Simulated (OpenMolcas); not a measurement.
**CHF3 (trifluoromethane): a line through the functionals**

CHF3 has 5 atoms, charge 0, and is taken as a singlet. SMILES: `FC(F)F`. Geometry: relaxed at PBE0-D4/def2-TZVP.

The dipole moment y, in D, basis def2-SVPD; a is the functional's share of exact exchange. Programs: OpenMolcas 26.06.

| functional | program | a | y (D) |
| --- | --- | --- | --- |
| revPBE | OpenMolcas | 0 | 1.49 |
| r2SCAN | OpenMolcas | 0 | 1.56 |
| B3LYP | OpenMolcas | 0.2 | ? |
| PBE0 | OpenMolcas | 0.25 | 1.61 |
| BHLYP | OpenMolcas | 0.5 | 1.74 |

Problem. Fit y = c + s·a to the known rows and predict B3LYP.

Solution. 
1. Means of the 4 rows: a = 0.1875, y = 1.600.
2. Σ(Δa)² = 0.17188, Σ(Δa·Δy) = 0.0725, so the slope is 0.0725/0.17188 = 0.42181.
3. Intercept: 1.600 − (0.42181) × 0.1875 = 1.521. The largest residual of the fit is 0.039.
4. B3LYP: 1.521 + (0.42181) × 0.2 = 1.61 D.

The run gave 1.63 D, so the prediction is off by -0.02 D, within the scatter of the fit. More exact exchange makes the molecule more polar here. The rows mix families of semi-local functionals, which the line can't see. The measured value is 1.65 D (NIST CCCBDB); in this basis the line meets it at a = 0.31.
